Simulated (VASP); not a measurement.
# Settings for InSe: self-consistent run

InSe, P6_3/mmc (no. 194), 8 atoms in the cell. PBE with D2; PAW potentials In_d, Se (PBE set). VASP 6.6.1.

Wanted: energy within 2 meV/atom; pressure within 0.1 GPa.

POSCAR:
```
InSe
1.0
    4.0500000000      0.0000000000      0.0000000000
   -2.0250000000      3.5074028853      0.0000000000
    0.0000000000      0.0000000000     16.9300000000
In Se
4 4
Direct
    0.6666666667      0.3333333333      0.8430000000
    0.3333333333      0.6666666667      0.3430000000
    0.6666666667      0.3333333333      0.6570000000
    0.3333333333      0.6666666667      0.1570000000
    0.6666666667      0.3333333333      0.3980000000
    0.3333333333      0.6666666667      0.8980000000
    0.6666666667      0.3333333333      0.1020000000
    0.3333333333      0.6666666667      0.6020000000
```

## Inputs of the D2 term

| Inputs of the D2 term | Energy less reference (meV/atom) | Pressure (GPa) | SCF iterations | Time (s) |
|---|---|---|---|---|
| default | 0.0 | 4.98 | 18 | 239 |
| VDW_RADIUS = 15 | 3.5 | 5.02 | 18 | 285 |
| VDW_RADIUS = 25 | 0.7 | 4.99 | 18 | 357 |
| VDW_RADIUS = 80 | -0.1 | 4.98 | 18 | 339 |
| VDW_S6 = 0.6 | 64.2 | 5.52 | 18 | 338 |
| VDW_D = 15.0 | -11.9 | 5.11 | 18 | 339 |
| VDW_D = 30.0 | 7.9 | 4.87 | 18 | 333 |
| VDW_C6 = 37.320 12.640, VDW_R0 = 1.672 1.771 | 0.0 | 4.98 | 18 | 396 |
| VDW_C6 = 44.784 15.168, VDW_R0 = 1.672 1.771 | -64.2 | 4.44 | 18 | 377 |
| VDW_C6 = 29.856 10.112, VDW_R0 = 1.672 1.771 | 64.2 | 5.52 | 18 | 340 |

Chosen: default; no other choice that stays within half of the tolerance saves 30 % of the time.

## The input

INCAR:
```
SYSTEM = InSe
  ALGO = Normal
  EDIFF = 1E-7
  ENCUT = 520
  ISIF = 2
  ISMEAR = 0
  IVDW = 1
  LASPH = .TRUE.
  LCHARG = .FALSE.
  LREAL = .FALSE.
  LWAVE = .FALSE.
  NELM = 100
  PREC = Accurate
  SIGMA = 0.02
```

KPOINTS:
```
k-points
0
Gamma
  6 6 2
```

Commands:
```
cat potpaw_PBE.64/In_d/POTCAR potpaw_PBE.64/Se/POTCAR > POTCAR
mpirun -np 1 vasp_std > vasp.out
```

The chosen input took VASP 6.6.1 239 s on 1 core (Intel Xeon Platinum 8175M @ 2.50GHz (Skylake/Cascade Lake)), a shared host.
